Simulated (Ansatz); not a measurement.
## InSe: band structure with PBEsol

**Experimental background.**

From “The Interaction of Hydrogen with the van der Waals Crystal γ-InSe”, 2020, pmc:7321205, for a bulk crystal of InSe at 300 K: band gap 1.25 eV.

InSe:

```
CELL_PARAMETERS angstrom
2.00000 1.15470 8.44000
-2.00000 1.15470 8.44000
0.00000 -2.30940 8.44000
ATOMIC_POSITIONS crystal
In 0.88860 0.88860 0.88860
In 0.00000 0.00000 0.00000
Se 0.17190 0.17190 0.17190
Se 0.38350 0.38350 0.38350
```

| Property | Result |
| --- | --- |
| Program | Ansatz 0.2.0 |
| Task | band structure |
| Functional | PBEsol |
| Potentials or basis | all-electron LAPW, relativistic spinors |
| Cutoff | 251 eV (chosen from the basis error) |
| Basis error allowed | 0.002 eV/atom |
| k mesh | 6 × 6 × 6 |
| Occupations | fermi-dirac, width 0.05 eV |
| Spin | spin-orbit coupling, no magnetisation |

```yaml
Pressure: 0.2 GPa
Largest_force: 0.302 eV/Å
Band_gap_on_the_k_mesh: 0.32 eV, direct
Band_gap_along_the_path: 2.13 eV, indirect (least direct gap 2.63 eV)
```

Forces on the atoms (eV/Å):
```
In   0.000  0.000  0.302
In   0.000  0.000 -0.284
Se   0.000  0.000 -0.082
Se   0.000  0.000  0.064
```

Stress tensor (GPa, compression positive):
```
 0.52  0.00  0.00
 0.00  0.52  0.00
 0.00  0.00 -0.54
```

Levels at the corners of the path, in eV from the valence-band top:
```csv
point,band 86,band 87,band 88,band 89,band 90,band 91,band 92,band 93,band 94,band 95
Γ,-0.33,-0.17,-0.17,-0.07,-0.07,2.64,2.64,2.99,2.99,5.15
L,-1.36,-1.21,-1.21,-0.67,-0.67,2.13,2.13,2.91,2.91,4.54
B1,-1.52,-1.28,-1.24,-0.80,-0.72,2.65,2.68,3.34,3.45,4.28
```

Run time: 110 s on 2 threads of Intel(R) Xeon(R) 6975P-C (Granite Rapids), on a shared host, peak memory 1.1 GiB.

Against the measured gap of InSe, 1.25 eV (300 K; “The Interaction of Hydrogen with the van der Waals Crystal γ-InSe”, 2020, pmc:7321205), the calculated 0.32 eV is off by -0.93 eV. The value is that of PBEsol on a finite k mesh, which can miss the band edges, without temperature or zero-point motion. Semilocal functionals fall short of measured gaps as a rule.
